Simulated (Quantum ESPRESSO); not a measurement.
# PtSe2: single point with PBE+U

Crystal: PtSe2.

```
CELL_PARAMETERS angstrom
3.72400 0.00000 0.00000
-1.86200 3.22508 0.00000
0.00000 0.00000 5.06200
ATOMIC_POSITIONS crystal
Pt 0.00000 0.00000 0.00000
Se 0.33333 0.66667 0.25000
Se 0.66667 0.33333 0.75000
```

```yaml
Program: Quantum ESPRESSO 7.5
Task: single point
Functional: PBE
Potentials_or_basis: GBRV 1.5 PBE
Cutoff: 612 eV
Density_cutoff: 4898 eV
k_mesh: 6 × 6 × 4
Occupations: gaussian, width 0.05 eV
Spin: collinear spin, ferromagnetic start
Starting_moments: "[4.0, 0.0, 0.0] μB"
Hubbard_terms: Pt d U = 5 eV
Hubbard_projectors: ortho-atomic
Double: 1
Start_of_the_occupations: atomic
Moments_locked: none
Magnetic_state_asked_for: fm
Formal_shell_electrons: 1 d6
SCF_threshold: 1.2e-07 Ry
Most_SCF_iterations: 100
Mixing_ndim: 20
Mixing_beta: 0.7
```

- Pressure: 7.2 GPa
- Largest force: 0.689 eV/Å
- Band gap on the k mesh: none (metal or under the smearing width)
- Net moment: 0.00 μB per cell
- Absolute moment: 0.00 μB per cell
- Valence electrons inside the program's atomic spheres: Pt 13.21; Se 3.67

Forces on the atoms (eV/Å):
```
Pt   0.000  0.000  0.000
Se   0.000  0.000  0.689
Se   0.000  0.000 -0.689
```

Stress tensor (GPa, compression positive):
```
8.04 0.00 0.00
0.00 8.04 0.00
0.00 0.00 5.58
```

Levels at points of the mesh, in eV from the Fermi level:
Spin up:
| k point | band 11 | band 12 | band 13 | band 14 | band 15 | band 16 | band 17 | band 18 |
| --- | --- | --- | --- | --- | --- | --- | --- | --- |
| (0.00, 0.00, 0.00) | -3.39 | -0.89 | -0.89 | 0.54 | 1.45 | 1.45 | 3.85 | 4.46 |
| (0.00, 0.00, -0.50) | -2.81 | -1.95 | -1.33 | -1.33 | 2.33 | 2.33 | 5.09 | 6.58 |
| (0.00, -0.50, 0.00) | -4.04 | -3.56 | -3.37 | -3.35 | 0.66 | 2.39 | 5.06 | 6.11 |
| (0.00, -0.50, -0.50) | -4.63 | -4.08 | -2.64 | -1.21 | 0.98 | 1.54 | 4.84 | 5.00 |
Spin down:
```csv
k point,band 10,band 11,band 12,band 13,band 14,band 15,band 16,band 17,band 18,band 19
"(0.00, 0.00, 0.00)",-5.44,-3.38,-0.89,-0.89,0.54,1.45,1.45,3.85,4.46,7.59
"(0.00, 0.00, -0.50)",-5.49,-2.81,-1.95,-1.33,-1.33,2.33,2.33,5.09,6.58,7.09
"(0.00, -0.50, 0.00)",-4.73,-4.04,-3.56,-3.37,-3.35,0.66,2.39,5.06,6.11,7.37
"(0.00, -0.50, -0.50)",-5.06,-4.63,-4.08,-2.64,-1.21,0.98,1.54,4.84,5.00,7.41
```

Eigenvalues of the final occupation matrices:
| site | spin | trace | eigenvalues |
| --- | --- | --- | --- |
| Pt 1 5d | 1 | 4.45 | 0.75 0.75 0.98 0.98 0.98 |
| Pt 1 5d | 2 | 4.45 | 0.75 0.75 0.98 0.98 0.98 |

Wall time 78 s on 2 MPI ranks on Intel(R) Xeon(R) Processor @ 2.50GHz (Skylake/Cascade Lake) (shared host), peak memory 0.38 GiB a rank.

Caveat: the k mesh is coarse. The state reached can hang on the start; a lower one may exist.
